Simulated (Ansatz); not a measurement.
**W (Pm-3n) under several functionals**

Plane-wave DFT in Ansatz with scalar-relativistic PAW potentials. The same structure was relaxed (cell and atoms, symmetry kept) in separate runs at each level. This form isn't the element's structure at ambient conditions. No spin polarisation.

| level | cutoff (eV) | k mesh | V (Å³/atom) | a (Å) |
| --- | --- | --- | --- | --- |
| PBEsol | 420 | 8×8×8 | 15.927 | 5.032 |
| r2SCAN | 500 | 8×8×8 | 16.127 | 5.053 |
| PBE | 420 | 8×8×8 | 16.374 | 5.079 |

Q: Where does PBE+D3(BJ) (420 eV, k mesh 8×8×8) fall?

A: V (Å³/atom) 16.006, a (Å) 5.040. Its volume is between those of PBEsol and r2SCAN. The usual order of volumes, PBEsol < PBE, holds here (15.927, 16.374 Å³/atom). As a rule PBEsol, built on the gradient expansion of slowly varying densities, lies between LDA and PBE; PBE's stronger gradient term for exchange weakens bonds. Adding D3 to PBE changes the volume by -2.2 %; the term is attractive, so it pulls cells in. In metals the pairwise form ignores screening by the conduction electrons and often pulls in too far. r2SCAN lies 1.5 % under PBE in volume.

Spin–orbit coupling is left out, which can shift energies with elements as heavy as these.